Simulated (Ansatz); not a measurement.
# CdSe (Cadmoselite): the cost of one run

Method: DFT PBEsol, scalar-relativistic, plane waves, PAW, in Ansatz 0.2.0.

The COD entry's cell or inner coordinates are ideal or old and differ from later refinements, so a difference from it is no clean test against experiment.

3 further runs of the same task are left out: 1 that didn't finish, 2 set aside as unsound or not needed.

### 1 The structure to begin with

It takes space group P6_3mc (No. 186, hexagonal). The conventional cell has a = 4.302 Å, b = 4.302 Å, c = 7.022 Å, α = 90.00°, β = 90.00°, γ = 120.00°. Around Cd (site symmetry 3m) lie 4 Se at 2.63 to 2.64 Å. Around Se (site symmetry 3m) lie 4 Cd at 2.63 to 2.64 Å.

As a file:

```
Cd Se
1.0
     4.30193    0.00000    0.00000
    -2.15097    3.72558    0.00000
     0.00000    0.00000    7.02214
Cd Se
2 2
Direct
  0.33333 0.66667 0.00466
  0.66667 0.33333 0.50466
  0.33333 0.66667 0.38034
  0.66667 0.33333 0.88034
```

This cell was relaxed beforehand with the same method: volume 28.14 Å³/atom, gap on the mesh 0.54 eV.

### 2 Phonons at the zone centre, without Raman tensors

File input.yaml:

```yaml
crystal:
  lattice:
    - [4.3019342774, 0.0, 0.0]
    - [-2.1509671387, 3.7255843697, 0.0]
    - [0.0, 0.0, 7.0221412454]
  atoms:
    - { symbol: Cd, position: [0.3333333333, 0.6666666667, 0.0046629586] }
    - { symbol: Cd, position: [0.6666666667, 0.3333333333, 0.5046629586] }
    - { symbol: Se, position: [0.3333333333, 0.6666666667, 0.3803370414] }
    - { symbol: Se, position: [0.6666666667, 0.3333333333, 0.8803370414] }
basis:
  ecutwfc: 420
kpoints:
  mp_grid: { grid: [9, 9, 6] }
hamiltonian:
  xc: pbesol
scf:
  occupations: { method: fixed }
output:
  eigenvalues: true
phonons:
  method: dfpt
  dielectric: true
  rigid_motions: translations
  eigenvectors: true
```

On the command line:

```bash
ansatz run input.yaml --threads 2 --pin off --max-ram 5120MiB --backend cpu --events-out ev --progress --plain --runs-dir out
```

Q: Estimate wall time and peak memory on 2 threads of Arm Neoverse V2, shared host.

About 11 min, with a peak of 4.4 GiB.
